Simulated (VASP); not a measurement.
# GaN (P6_3mc) in VASP: a series of runs, part 2 of 2

VASP 6.6.1.

## Step 3: Single point, PBEsol

INCAR reads:

```
SYSTEM = GaN
PREC = Accurate
ENCUT = 250
EDIFF = 1E-6
ISMEAR = -1
SIGMA = 0.02
LREAL = .False.
LASPH = .True.
NELM = 80
ALGO = Normal
ISIF = 2
LWAVE = .False.
LCHARG = .False.
GGA = PS
KPAR = 4
```

KPOINTS reads:

```
regular mesh
0
Gamma
  8 8 5
  0 0 0
```

POSCAR reads:

```
GaN
1.0
    3.1800000000      0.0000000000      0.0000000000
   -1.5900000000      2.7539607840      0.0000000000
    0.0000000000      0.0000000000      5.1660000000
Ga N
2 2
Direct
    0.3333333333      0.6666666667      0.0000000000
    0.6666666667      0.3333333333      0.5000000000
    0.3333333333      0.6666666667      0.3750000000
    0.6666666667      0.3333333333      0.8750000000
```

Potentials or basis: VASP PAW PBE potentials, release 64 (Ga_d, N).

The run is started by

```console
> cat potpaw_PBE.64/Ga_d/POTCAR potpaw_PBE.64/N/POTCAR > POTCAR
> mpirun -np 4 vasp_std > vasp.out
```

OUTCAR:

```text
SYSTEM = GaN
   PREC = Accurate
   ENCUT = 250
   EDIFF = 1E-6
   ISMEAR = -1
   LREAL = .False.
   LASPH = .True.
   NELM = 80
   ISIF = 2
   GGA = PS

 ion  position               nearest neighbor table
   1  0.333  0.667  0.000-   3 1.94   4 1.95   4 1.95   4 1.95
   2  0.667  0.333  0.500-   4 1.94   3 1.95   3 1.95   3 1.95
   3  0.333  0.667  0.375-   1 1.94   2 1.95   2 1.95   2 1.95
   4  0.667  0.333  0.875-   2 1.94   1 1.95   1 1.95   1 1.95

  LATTYP: Found a hexagonal cell.
 ALAT       =     3.1800000000
 C/A-ratio  =     1.6245283019

  Lattice vectors:

 A1 = (   3.1800000000,   0.0000000000,   0.0000000000)
 A2 = (  -1.5900000000,   2.7539607840,   0.0000000000)
 A3 = (   0.0000000000,   0.0000000000,   5.1660000000)

Analysis of symmetry for initial positions (statically):
=====================================================================
 Subroutine PRICEL returns:
 Original cell was already a primitive cell.

 Routine SETGRP: Setting up the symmetry group for a
 hexagonal supercell.

 Subroutine GETGRP returns: Found 12 space group operations
 (whereof  6 operations were pure point group operations)
 out of a pool of 24 trial point group operations.

The static configuration has the point symmetry C_3v.
 The point group associated with its full space group is C_6v.

Analysis of symmetry for dynamics (positions and initial velocities):
=====================================================================
 Subroutine PRICEL returns:
 Original cell was already a primitive cell.

 Routine SETGRP: Setting up the symmetry group for a
 hexagonal supercell.

 Subroutine GETGRP returns: Found 12 space group operations
 (whereof  6 operations were pure point group operations)
 out of a pool of 24 trial point group operations.

The dynamic configuration has the point symmetry C_3v.
 The point group associated with its full space group is C_6v.

 Subroutine INISYM returns: Found 12 space group operations
 (whereof  6 operations are pure point group operations),
 and found     1 'primitive' translations

[... 119 lines left out ...]
  volume/ion in A,a.u.               =      11.31        76.33
  Fermi-wavevector in a.u.,A,eV,Ry     =   1.517036  2.866782 31.312427  2.301398
  Thomas-Fermi vector in A             =   2.626345
   LORBIT       =      0    0 simple, 1 ext, 2 COOP (PROOUT), +10 PAW based schemes
   GGA     = PS    functional components
   LHFCALC =     F    Hartree Fock is set to
   AEXX    =    0.0000 exact exchange contribution
   IVDW    =     0    specifies the selected vdW correction
   LEPSILON=     F    determine dielectric tensor
   LRPA    =     F    only Hartree local field effects (RPA)
 non-spin polarized calculation
  energy-cutoff  :      250.00
  volume of cell :       45.24
 maximum number of plane-waves:       428
   NGX =  9   NGY =  9   NGZ = 13

 number of electron      36.0000017 magnetization

 Free energy of the ion-electron system (eV)
  ---------------------------------------------------
  ext. energy  EPLUGINS =         0.00000000
  ---------------------------------------------------
  free energy    TOTEN  =       -26.26116972 eV

  energy without entropy =      -26.26116972  energy(sigma->0) =      -26.26116972

 E-fermi :   5.9536     XC(G=0): -11.9665

 val. band max:        5.5595090273   @ k =   0.0000   0.0000   0.0000
 cond. band min:       7.0188414992   @ k =   0.0000   0.0000   0.0000
 fundamental gap:      1.4593324719
 Fermi energy:         5.9535718042

 k-point     1 :       0.0000    0.0000    0.0000
  band No.  band energies     occupation
      1     -10.9839      2.00000
      2      -9.9577      2.00000
      3      -8.1228      2.00000
      4      -8.1022      2.00000
      5      -8.1022      2.00000
      6      -8.0334      2.00000
[... 589 lines left out ...]
     21      12.9024      0.00000
     22      13.4416      0.00000

 [... further k-points ...]

------------------------ aborting loop because EDIFF is reached ----------------------------------------

  FORCE on cell =-STRESS in cart. coord.  units (eV):
  Direction    XX          YY          ZZ          XY          YZ          ZX
  --------------------------------------------------------------------------------------
  -------------------------------------------------------------------------------------
  Total      -12.1449814    -12.1449814    -11.5297037      0.0000000      0.0000000     -0.0000000
  in kB     -430.0987324   -430.0987324   -408.3094742      0.0000000      0.0000000     -0.0000000
  external PRESSURE =    -422.8356464 kB  Pullay stress =       0.0000000 kB

 VOLUME and BASIS-vectors are now :
 -----------------------------------------------------------------------------
  energy-cutoff  :      250.00
  volume of cell :       45.24
      direct lattice vectors                 reciprocal lattice vectors
     3.180000000  0.000000000  0.000000000     0.314465409  0.181556688  0.000000000
    -1.590000000  2.753960784  0.000000000     0.000000000  0.363113377  0.000000000
     0.000000000  0.000000000  5.166000000     0.000000000  0.000000000  0.193573364

 POSITION                                       TOTAL-FORCE (eV/Angst)
 -----------------------------------------------------------------------------------
     -0.00000      1.83597      0.00000        -0.000000      0.000000     -0.126821
      1.59000      0.91799      2.58300        -0.000000      0.000000     -0.126821
     -0.00000      1.83597      1.93725         0.000000      0.000000      0.126821
      1.59000      0.91799      4.52025        -0.000000     -0.000000      0.126821
 -----------------------------------------------------------------------------------
    total drift:                                0.000005      0.000009      0.001579

  FREE ENERGIE OF THE ION-ELECTRON SYSTEM (eV)
  ---------------------------------------------------
  free  energy   TOTEN  =       -26.2611697229 eV

  energy  without entropy=      -26.2611697229  energy(sigma->0) =      -26.26116972
```

Run time: 3 s. Hardware: 4 MPI ranks of AMD EPYC 9R45 (Zen 5), shared host; peak memory 0.1 GiB.

The run converged, but a check on its numbers failed (symmetry, net force, bounds or a known fault of this set-up), so they aren't taken as properties of the crystal.

Caveat: the cutoff lies under the usual one of these potentials, so the numbers hold a large basis-set error; a pressure of tens of GPa on the cell as given is suspect, and the run, the potentials or the cell itself is likely at fault; the PAW data sets were made with another functional, which shifts forces and pressure a little.

## Step 4: Single point, PBE

Edit INCAR of step 3 so:

```diff
@@ -2,3 +2,3 @@
 PREC = Accurate
-ENCUT = 250
+ENCUT = 520
 EDIFF = 1E-6
@@ -13,3 +13,3 @@
 LCHARG = .False.
-GGA = PS
+GGA = PE
 KPAR = 4
```

KPOINTS is that of step 3.

POSCAR is that of step 3.

The run is started by

```console
> cat potpaw_PBE.64/Ga_d/POTCAR potpaw_PBE.64/N/POTCAR > POTCAR
> mpirun -np 4 vasp_std > vasp.out
```

It took 6.9 s on 4 MPI ranks of AMD EPYC 9R45 (Zen 5), shared host; peak memory 0.14 GiB.

It converged, with:

- Free energy: -24.2846 eV
- Pressure: 7.3 GPa
- Largest force: 0.135 eV/Å
- Band gap on the k mesh: 1.97 eV, direct

Forces in eV/Å, atoms in the order of the input:
```
Ga   0.000  0.000 -0.135
Ga   0.000  0.000 -0.135
N    0.000  0.000  0.135
N    0.000  0.000  0.135
```

Stress tensor (GPa, compression positive):
```
6.59 0.00 0.00
0.00 6.59 0.00
0.00 0.00 8.75
```

Levels at points of the mesh, in eV from the valence-band top:
| k point | band 14 | band 15 | band 16 | band 17 | band 18 | band 19 | band 20 | band 21 | band 22 |
| --- | --- | --- | --- | --- | --- | --- | --- | --- | --- |
| (0.00, 0.00, 0.00) | -1.06 | -1.06 | -0.06 | 0.00 | 0.00 | 1.97 | 4.30 | 9.26 | 9.92 |
| (0.50, 0.00, 0.00) | -5.29 | -4.27 | -2.78 | -2.26 | -0.99 | 5.08 | 5.61 | 6.08 | 8.67 |

## Step 5: Comparison with measurements

Step 2. Measured gap of GaN: 3.503 eV (direct; quoted in “Studying electronic properties in GaN without electrical contacts using γ-γ vs e−-γ Perturbed Angular Correlations”, 2019, pmc:6823545). This calculation gives 1.99 eV (-1.51 eV). Spin-orbit coupling on Ga is left out. The value is that of LDA, without temperature or zero-point motion. Semilocal functionals fall short of measured gaps as a rule.

Step 4. Measured gap of GaN: 3.503 eV (direct; quoted in “Studying electronic properties in GaN without electrical contacts using γ-γ vs e−-γ Perturbed Angular Correlations”, 2019, pmc:6823545). This calculation gives 1.97 eV (-1.53 eV). Spin-orbit coupling on Ga is left out. The value is that of PBE, without temperature or zero-point motion. Semilocal functionals fall short of measured gaps as a rule.
